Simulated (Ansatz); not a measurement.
AlRu:

```xyz
2
Lattice="2.9916 0.0000 0.0000 0.0000 2.9916 0.0000 0.0000 0.0000 2.9916" Properties=species:S:1:pos:R:3 pbc="T T T"
Ru    1.4958    1.4958    1.4958
Al    0.0000    0.0000    0.0000
```

```yaml
Program: Ansatz 0.2.0
Task: relaxation of cell and atoms
Functional: RPBE
Potentials_or_basis: Ansatz PAW
Cutoff: "420 eV (not typed: the program's choice for these potentials)"
k_mesh: 9 × 9 × 9
Occupations: fermi-dirac, width 0.05 eV
Spin: no spin polarisation
```

At the start: volume 13.39 Å³/atom.

**Question.** Where does the relaxation end?

**Answer.** It ends after 5 steps and the volume is 13.79 Å³/atom (+3.0 %); space group Pm-3m (No. 221, to 0.05 Å).

Step by step:
| step | energy change (eV) | largest force (eV/Å) | volume (Å³) |
| --- | --- | --- | --- |
| 1 | 0.0000 | 0.0000 | 26.77 |
| 2 | -0.0137 | 0.0000 | 27.75 |
| 3 | -0.0145 | 0.0000 | 27.58 |
| 4 | -0.0145 | 0.0000 | 27.58 |
| 5 | -0.0149 | 0.0000 | 27.58 |

Final structure:
```xyz
2
Lattice="3.0212 0.0000 0.0000 0.0000 3.0212 0.0000 0.0000 0.0000 3.0212" Properties=species:S:1:pos:R:3 pbc="T T T"
Ru    1.5106    1.5106    1.5106
Al    0.0000    0.0000    0.0000
```

Caveat: the plane-wave basis is chosen anew once the cell has moved, so the energies of steps on either side of that aren't comparable; the PAW data sets come from PBE, with cores solved anew for the run's functional, which leaves a small shift of forces and pressure.
